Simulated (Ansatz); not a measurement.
Relaxation of a periodic cell of 17 atoms, Si (host Si, host structure diamond, interstitial Si), to a largest force component of 0.03 eV/Å in at most 60 steps.

Theory: DFT PBEsol, scalar-relativistic, plane waves, PAW (Ansatz 0.2.0). Settings: cutoff 420 eV, k mesh 2x2x2, gaussian smearing 0.02 eV, no spin polarisation.

```xyz
17
Lattice="0.0000 5.4300 5.4300 5.4300 0.0000 5.4300 5.4300 5.4300 0.0000" Properties=species:S:1:pos:R:3:forces:R:3
Si 0.000 0.000 0.000 0.00 0.00 0.00
Si 1.357 1.357 1.357 -0.03 -0.08 -0.05
Si 2.715 2.715 0.000 -0.06 0.06 0.44
Si 4.072 4.072 1.357 0.09 0.03 -0.11
Si 2.715 0.000 2.715 -0.02 0.35 0.02
Si 4.072 1.357 4.072 0.05 -0.10 0.03
Si 5.430 2.715 2.715 -0.47 0.07 0.07
Si 6.787 4.072 4.072 -0.20 0.26 0.21
Si 0.000 2.715 2.715 0.52 0.03 -0.04
Si 1.357 4.072 4.072 -0.11 0.06 0.10
Si 2.715 5.430 2.715 0.01 -0.69 0.01
Si 4.072 6.787 4.072 0.68 -0.56 0.73
Si 2.715 2.715 5.430 0.05 0.04 -0.55
Si 4.072 4.072 6.787 0.34 0.44 -0.32
Si 5.430 5.430 5.430 0.02 -0.16 -0.05
Si 6.787 6.787 6.787 -0.83 -0.67 -0.77
Si 8.158 8.048 8.113 -0.05 0.90 0.27
```

**Question.** Where does it end, and by what steps?

**Answer.** The forces met the threshold. After 3 steps the energy has fallen by 0.164 eV; Si17 moved furthest, 0.10 Å.

| step | energy less start (eV) | largest force component (eV/Å) | accepted |
| --- | --- | --- | --- |
| 0 | 0.0000 | 0.902 | yes |
| 1 | -0.1379 | 0.414 | yes |
| 2 | -0.1635 | 0.032 | yes |
| 3 | -0.1638 | 0.002 | yes |

```xyz
17
Lattice="0.0000 5.4300 5.4300 5.4300 0.0000 5.4300 5.4300 5.4300 0.0000" Properties=species:S:1:pos:R:3
Si 0.001 -0.005 -0.002
Si 1.353 1.347 1.351
Si 2.716 2.709 0.031
Si 4.078 4.072 1.351
Si 2.716 0.027 2.713
Si 4.078 1.347 4.076
Si 5.398 2.709 2.713
Si 6.766 4.089 4.093
Si 0.033 2.709 2.713
Si 1.353 4.072 4.076
Si 2.716 5.392 2.713
Si 4.096 6.759 4.094
Si 2.715 2.710 5.396
Si 4.096 4.090 6.763
Si 5.431 5.423 5.428
Si 6.765 6.759 6.763
Si 8.146 8.138 8.143
```

Whether the end is a true minimum wasn't checked by a vibrational analysis.

Run time: 21 s on 1 thread of Arm Neoverse V1, on a shared host, peak memory 0.5 GiB.
